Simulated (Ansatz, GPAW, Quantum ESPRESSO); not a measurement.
One calculation of Ti, 5 ways

```xyz
1
Lattice="-1.6410 1.6410 1.6410 1.6410 -1.6410 1.6410 1.6410 1.6410 -1.6410" Properties=species:S:1:pos:R:3 pbc="T T T"
Ti    0.0000    0.0000    0.0000
```

This isn't the form of Ti at room conditions, which is hcp.

Alike in all runs: task band structure; functional LDA; k mesh 11 × 11 × 11; occupations fermi-dirac, width 0.05 eV; no spin polarisation; no spin-orbit coupling. LDA stands for any of its common fits. Pressure is positive in compression and, in plane waves, holds the error of the finite cutoff, which Ansatz's Pulay term estimates and takes out.

```tsv
program and potentials	plane-wave cutoff (eV)	notes	pressure (GPa)
Ansatz, Ansatz PAW	420	potentials made for PBE, which Ansatz adapts in part; Pulay term of +0.03 GPa included	-10.94
GPAW, PAW data sets generated for this functional	600	-	-11.41
GPAW, the program's PAW data sets (release 1.2.1) made for this functional	600	-	-11.41
Ansatz, all-electron LAPW, scalar-relativistic	-	-	-10.94
Quantum ESPRESSO, PseudoDojo 0.4.1 SR LDA standard	1143	-	-10.84
```

The pressure spans -11.41 (GPAW, the program's PAW data sets (release 1.2.1) made for this functional) to -10.84 GPa (Quantum ESPRESSO, PseudoDojo 0.4.1 SR LDA standard), with all-electron results at -10.94. The cell lies far from this level's equilibrium.

Differences between rows come from potentials, basis sets and numerical settings, since the functional is the same but for its coding. Runs on potential files found faulty are left out.
